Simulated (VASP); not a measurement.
# Tl (Im-3m) in VASP: further runs

One crystal, Tl, is run at these levels: PBEsol+D3(BJ), LDA; tasks: single point.

Program: VASP 6.6.1. These are calculated values, not measurements. Logs are shortened: lines on timing, memory, paths and dates and some standing lists are left out, and cuts for length are marked.

## (1) The structure

The structure is cubic, space group Im-3m (No. 229). Conventional cell: a = 3.912 Å, b = 3.912 Å, c = 3.912 Å, α = 90.00°, β = 90.00°, γ = 90.00°. Tl (site symmetry m-3m) is surrounded by 8 Tl at 3.39 Å.

This isn't the form of Tl at room conditions, which is hcp.

## (2) Single point, PBEsol+D3(BJ) (volume scaled by 1.04)

The input, INCAR:

```
  PREC = Accurate
  ENCUT = 500
  EDIFF = 1E-6
  ISMEAR = 1
  SIGMA = 0.1
  LREAL = F
  LASPH = T
  NELM = 80
  ALGO = Fast
  ISIF = 2
  LWAVE = F
  LCHARG = F
  GGA = PS
  IVDW = 12
```

The input, KPOINTS:

```
Automatic mesh
0
Gamma
  10 10 10
```

The input, POSCAR:

```
Tl
1.0
   -1.9817349039      1.9817349039      1.9817349039
    1.9817349039     -1.9817349039      1.9817349039
    1.9817349039      1.9817349039     -1.9817349039
Tl
1
Direct
    0.0000000000      0.0000000000      0.0000000000
```

Potentials or basis: VASP PAW PBE potentials, release 64 (Tl).

Command:

```sh
> cat potpaw_PBE.64/Tl/POTCAR > POTCAR
> mpirun -np 1 vasp_std > vasp.out
```

OUTCAR:

```text
PREC = Accurate
   ENCUT = 500
   EDIFF = 1E-6
   ISMEAR = 1
   LREAL = F
   LASPH = T
   NELM = 80
   ISIF = 2
   GGA = PS
   IVDW = 12
 IVDW          = 12

 ion  position               nearest neighbor table
   1  0.000  0.000  0.000-

  LATTYP: Found a body centered cubic cell.
 ALAT       =     3.9634698078

  Lattice vectors:

 A1 = (  -1.9817349039,   1.9817349039,   1.9817349039)
 A2 = (   1.9817349039,  -1.9817349039,   1.9817349039)
 A3 = (   1.9817349039,   1.9817349039,  -1.9817349039)

Analysis of symmetry for initial positions (statically):
=====================================================================
 Subroutine PRICEL returns:
 Original cell was already a primitive cell.

 Routine SETGRP: Setting up the symmetry group for a
 body centered cubic supercell.

 Subroutine GETGRP returns: Found 48 space group operations
 (whereof 48 operations were pure point group operations)
 out of a pool of 48 trial point group operations.

The static configuration has the point symmetry O_h .

Analysis of symmetry for dynamics (positions and initial velocities):
=====================================================================
 Subroutine PRICEL returns:
 Original cell was already a primitive cell.

 Routine SETGRP: Setting up the symmetry group for a
 body centered cubic supercell.

 Subroutine GETGRP returns: Found 48 space group operations
 (whereof 48 operations were pure point group operations)
 out of a pool of 48 trial point group operations.

The dynamic configuration has the point symmetry O_h .

 Subroutine INISYM returns: Found 48 space group operations
 (whereof 48 operations are pure point group operations),
 and found     1 'primitive' translations

----------------------------------------------------------------------------------------

                                     Primitive cell

  volume of cell :      31.1313

  direct lattice vectors                    reciprocal lattice vectors
    -1.981734904  1.981734904  1.981734904     0.000000000  0.252304180  0.252304180
     1.981734904 -1.981734904  1.981734904     0.252304180  0.000000000  0.252304180
     1.981734904  1.981734904 -1.981734904     0.252304180  0.252304180  0.000000000

  length of vectors
     3.432465541  3.432465541  3.432465541     0.356811993  0.356811993  0.356811993

  position of ions in fractional coordinates (direct lattice)
     0.000000000  0.000000000  0.000000000

  ion indices of the primitive-cell ions
   primitive index   ion index
                 1           1
[... 73 lines left out ...]
   LREAL  =      F    real-space projection
   EDIFFG = 0.1E-04   stopping-criterion for IOM
   NSW    =      0    number of steps for IOM
   IBRION =     -1    ionic relax: 0-MD 1-quasi-New 2-CG
   NFREE  =      0    steps in history (QN), initial steepest desc. (CG)
   ISIF   =      2    stress and relaxation
   ISYM   =      2    0-nonsym 1-usesym 2-fastsym
   POTIM  = 0.5000    time-step for ionic-motion
   TEBEG  =    0.0;   TEEND  =   0.0 temperature during run
   PSTRESS=    0.0 pullay stress
   NELECT =       3.0000    total number of electrons
   NUPDOWN=      -1.0000    fix difference up-down
   EMIN   =  10.00;   EMAX   =-10.00  energy-range for DOS
   EFERMI =   0.00;   METHOD = LEGACY
   ISMEAR =     1;   SIGMA  =   0.10  broadening in eV -4-tet -1-fermi 0-gaus
   EFERMI_NEDOS =   21; number of points for ismear=-14 and -15
   IALGO  =     68    algorithm
   IMIX   =      4    mixing-type and parameters
     AMIX     =   0.40;   BMIX     =  1.00
     AMIX_MAG =   1.60;   BMIX_MAG =  1.00
  volume/ion in A,a.u.               =      31.13       210.08
  Fermi-wavevector in a.u.,A,eV,Ry     =   0.750556  1.418345  7.664626  0.563334
  Thomas-Fermi vector in A             =   1.847334
   LORBIT       =      0    0 simple, 1 ext, 2 COOP (PROOUT), +10 PAW based schemes
   GGA     = PS    functional components
   LHFCALC =     F    Hartree Fock is set to
   AEXX    =    0.0000 exact exchange contribution
   IVDW    =    12    specifies the selected vdW correction
   LEPSILON=     F    determine dielectric tensor
   LRPA    =     F    only Hartree local field effects (RPA)
 non-spin polarized calculation
 RMM-DIIS sequential band-by-band and
 Methfessel and Paxton  Order N= 1 SIGMA  =   0.10
  energy-cutoff  :      500.00
  volume of cell :       31.13
 maximum number of plane-waves:       802
 NGX is ok and might be reduce to    28
   NGX = 13   NGY = 13   NGZ = 13

 number of electron       3.0000000 magnetization

 Free energy of the ion-electron system (eV)
  ---------------------------------------------------
  ext. energy  EPLUGINS =         0.00000000
  ---------------------------------------------------
  free energy    TOTEN  =        -2.62760507 eV

  energy without entropy =       -2.62696191  energy(sigma->0) =       -2.62739068

 E-fermi :   3.6155     XC(G=0):  -9.6442

 val. band max:        3.5956405459   @ k =   0.3000   0.3000   0.1000
 cond. band min:       3.8301966266   @ k =  -0.4000  -0.4000   0.2000
 fundamental gap:      0.2345560807
 Fermi energy:         3.6154706509

 k-point     1 :       0.0000    0.0000    0.0000
  band No.  band energies     occupation
      1      -5.7943      2.00000
      2      13.5245      0.00000
      3      13.5245      0.00000
      4      13.5245      0.00000
      5      14.1345      0.00000
[... 177 lines left out ...]
 k-point    24 :      -0.3000    0.3000    0.1000
  band No.  band energies     occupation
      1      -3.7080      2.00000
      2       5.5837     -0.00000
      3       9.5478      0.00000
      4      10.3054      0.00000
      5      13.2041      0.00000

 [... further k-points ...]

------------------------ aborting loop because EDIFF is reached ----------------------------------------

 Edisp (eV)   -0.35131

 E8    (eV) :    -0.2618

  FORCE on cell =-STRESS in cart. coord.  units (eV):
  Direction    XX          YY          ZZ          XY          YZ          ZX
  --------------------------------------------------------------------------------------
  -------------------------------------------------------------------------------------
  Total      -0.89690    -0.89690    -0.89690     0.00000     0.00000    -0.00000
  in kB     -46.15901   -46.15901   -46.15901     0.00000     0.00000    -0.00000
  external pressure =      -46.16 kB  Pullay stress =        0.00 kB

 VOLUME and BASIS-vectors are now :
 -----------------------------------------------------------------------------
  energy-cutoff  :      500.00
  volume of cell :       31.13
      direct lattice vectors                 reciprocal lattice vectors
    -1.981734904  1.981734904  1.981734904     0.000000000  0.252304180  0.252304180
     1.981734904 -1.981734904  1.981734904     0.252304180  0.000000000  0.252304180
     1.981734904  1.981734904 -1.981734904     0.252304180  0.252304180  0.000000000

 POSITION                                       TOTAL-FORCE (eV/Angst)
 -----------------------------------------------------------------------------------
      0.00000      0.00000      0.00000        -0.000000      0.000000     -0.000000
 -----------------------------------------------------------------------------------
    total drift:                               -0.000000     -0.000000     -0.000000

  FREE ENERGIE OF THE ION-ELECTRON SYSTEM (eV)
  ---------------------------------------------------
  free  energy   TOTEN  =        -2.9789173927 eV

  energy  without entropy=       -2.9782742326  energy(sigma->0) =       -2.97870301
```

OSZICAR:

```text
N       E                     dE             d eps       ncg     rms          rms(c)
DAV:   1     0.256476312951E+01    0.25648E+01   -0.83499E+02   475   0.336E+02
DAV:   2    -0.254493615262E+01   -0.51097E+01   -0.49219E+01   695   0.437E+01
DAV:   3    -0.264030522644E+01   -0.95369E-01   -0.94944E-01   560   0.574E+00
DAV:   4    -0.264122649120E+01   -0.92126E-03   -0.92113E-03   620   0.626E-01
DAV:   5    -0.264123576583E+01   -0.92746E-05   -0.92746E-05   640   0.464E-02    0.392E-01
RMM:   6    -0.263267962792E+01    0.85561E-02   -0.16929E-03   470   0.254E-01    0.241E-01
RMM:   7    -0.262747331678E+01    0.52063E-02   -0.65171E-03   507   0.495E-01    0.214E-02
RMM:   8    -0.262758863935E+01   -0.11532E-03   -0.46334E-04   505   0.177E-01    0.130E-02
RMM:   9    -0.262758565063E+01    0.29887E-05   -0.11897E-04   561   0.790E-02    0.593E-03
RMM:  10    -0.262760495275E+01   -0.19302E-04   -0.23719E-05   543   0.396E-02    0.416E-03
RMM:  11    -0.262760506680E+01   -0.11406E-06   -0.21023E-06   482   0.123E-02
   1 F= -.29789174E+01 E0= -.29787030E+01  d E =-.643160E-03
```

stdout:

```text
POSCAR found type information on POSCAR Tl
 POSCAR found :  1 types and       1 ions
 scaLAPACK will be used
 -----------------------------------------------------------------------------
|                                                                             |
|                                                                             |
|     You enforced a specific xc type in the INCAR file but a different       |
|     I HOPE YOU KNOW WHAT YOU ARE DOING!                                     |
|                                                                             |
 -----------------------------------------------------------------------------

 LDA part: xc-table for (Slater+PW92), standard interpolation
 POSCAR, INCAR and KPOINTS ok, starting setup
 FFT: planning ... GRIDC
 FFT: planning ... GRID_SOFT
 FFT: planning ... GRID
 WAVECAR not read
 entering main loop
```

Run time: 7 s. Hardware: 1 thread of Intel Xeon Platinum 8488C (Sapphire Rapids), shared host; peak memory 0.16 GiB.

What came out:

```yaml
Free_energy: -2.9789 eV
Pressure: -4.6 GPa
Band_gap_on_the_k_mesh: none (metal or under the smearing width)
Dispersion_energy_per_atom: -0.351 eV
```

Caveat: the PAW data sets were made with another functional, which shifts forces and pressure a little; pairwise dispersion overbinds metals, which lowers pressure and volume. Spin-orbit coupling is left out, which matters for the levels of Tl.

(Continued in part 2 of 2.)
